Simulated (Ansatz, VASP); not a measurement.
# One calculation of MgO, two programs

```xyz
2
Lattice="2.6233 0.0000 0.0000 0.0000 2.6233 0.0000 0.0000 0.0000 2.6233" Properties=species:S:1:pos:R:3 pbc="T T T"
Mg    0.0000    0.0000    0.0000
O     1.3117    1.3117    1.3117
```

The cell was built by a generator and needn't be a form met in nature.

Alike in both runs: task single point; functional HSE06; k mesh 4 × 4 × 4; no spin polarisation.

```csv
,VASP,Ansatz
version,VASP 6.6.1,Ansatz 0.2.0
potentials or method,"VASP PAW PBE potentials, release 64 (Mg, O)","plane waves, PAW"
plane-wave cutoff (eV),520,420
occupations,"gaussian, width 0.01 eV",fixed
valence electrons in the cell,8,16
```

|  | VASP | Ansatz | Ansatz less VASP |
| --- | --- | --- | --- |
| gap on the k mesh at the Fermi level (eV) | 4.15 | 4.20 | +0.052 |
| pressure (GPa) | -1.2 | -0.7 | +0.51 |

The two sets of potentials don't hold the same shells in valence. Ansatz warned: «stress_exchange_threshold_loose».

Caveats: the k mesh is coarse (spacing up to 0.60 Å⁻¹), so the values aren't converged, least of all with exact exchange; the PAW data sets were made with another functional, which shifts forces and pressure a little (VASP). A k mesh can miss the band edges.
